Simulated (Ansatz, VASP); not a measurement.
# One calculation of C, two programs

File INCAR:

```
PREC = Accurate
ENCUT = 520
EDIFF = 1E-6
ISMEAR = 0
SIGMA = 0.05
LREAL = False
LASPH = True
NELM = 80
ALGO = Normal
ISIF = 2
LWAVE = False
LCHARG = False
GGA = PE
NBANDS = 26
```

The input KPOINTS:

```
regular mesh
0
Gamma
  12 12 4
```

File POSCAR:

```
C
1.0
    2.5180184915      0.0000000000      0.0000000000
   -1.2590092457      2.1806679808      0.0000000000
    0.0000000000      0.0000000000      8.5122028864
C
8
Direct
    0.0000000000      0.0000000000      0.0929681641
    0.0000000000      0.0000000000      0.5929681641
    0.0000000000      0.0000000000      0.4070318359
    0.0000000000      0.0000000000      0.9070318359
    0.3333333333      0.6666666667      0.1555285626
    0.6666666667      0.3333333333      0.6555285626
    0.3333333333      0.6666666667      0.3444714374
    0.6666666667      0.3333333333      0.8444714374
```

Input for Ansatz:

```yaml
crystal:
  lattice:
    - [2.5180184915, 0.0, 0.0]
    - [-1.2590092457, 2.1806679808, 0.0]
    - [0.0, 0.0, 8.5122028864]
  atoms:
    - { symbol: C, position: [0.0, 0.0, 0.0929681641] }
    - { symbol: C, position: [0.0, 0.0, 0.5929681641] }
    - { symbol: C, position: [0.0, 0.0, 0.4070318359] }
    - { symbol: C, position: [0.0, 0.0, 0.9070318359] }
    - { symbol: C, position: [0.3333333333, 0.6666666667, 0.1555285626] }
    - { symbol: C, position: [0.6666666667, 0.3333333333, 0.6555285626] }
    - { symbol: C, position: [0.3333333333, 0.6666666667, 0.3444714374] }
    - { symbol: C, position: [0.6666666667, 0.3333333333, 0.8444714374] }
basis:
  ecutwfc: 420
kpoints:
  mp_grid: { grid: [12, 12, 4] }
hamiltonian:
  xc: pbe
scf:
  occupations: { method: gaussian, width: 0.05 }
output:
  forces: true
  stress: true
  eigenvalues: true
  write_density: true
  write_potential: true
  elf: true
  volumetric_format: npy
```

Change from the starting cell: strain +0.000 along x and y, +0.025 along z, atoms carried along.

Alike in both runs: task single point; functional PBE; k mesh 12 × 12 × 4; occupations gaussian, width 0.05 eV; no spin polarisation.

```csv
,VASP,Ansatz
version,VASP 6.6.1,Ansatz 0.2.0
potentials or method,"VASP PAW PBE potentials, release 64 (C)","scalar-relativistic, plane waves, PAW"
plane-wave cutoff (eV),520,420
valence electrons in the cell,32,32
```

```tsv
	VASP	Ansatz	Ansatz less VASP
gap on the k mesh at the Fermi level (eV)	4.67	4.68	+0.010
least direct gap on the mesh (eV)	4.80	4.80	+0.009
pressure (GPa)	-9.4	-9.9	-0.56
largest component of the traceless stress (GPa)	18.38	18.23	-0.146
rms of the force components (eV/Å)	0.017	0.022	+0.0049
```

Atom by atom the forces differ by 0.006 eV/Å (rms over components). The functional is the same, so the differences come from potentials, cutoffs and numerics.
